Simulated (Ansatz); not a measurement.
Band gaps on a Γ-centred 6×6×6 mesh, computed with PBE in Ansatz (plane waves, PAW datasets (generated hard set); cutoff 700 eV), no spin polarisation, no spin–orbit coupling.

**Question.** Which crystal has a gap of 0.75 eV, indirect?
A. NaI (rock salt, a = 6.530 Å)
B. AlN (zinc blende, a = 4.400 Å)
C. MgO (rock salt, a = 4.250 Å)
D. GaP (zinc blende, a = 5.510 Å)
E. CuI (zinc blende, a = 6.090 Å)
F. Si (diamond, a = 5.470 Å)

**Answer.** F. Si 0.75 eV, indirect; GaP 1.56 eV, direct; AlN 3.30 eV, indirect; CuI 1.09 eV, direct; NaI 3.58 eV, direct; MgO 4.48 eV, direct.

Model structures, not the usual forms at ambient conditions (metastable or hypothetical): AlN (zinc blende type). A gap read on the mesh is an upper bound of this method's gap, since the mesh can miss a band edge. Spin–orbit coupling is left out; with heavy elements it can shift the gap and split levels by tenths of an eV. Semilocal functionals give gaps that mostly lie well below measured ones.
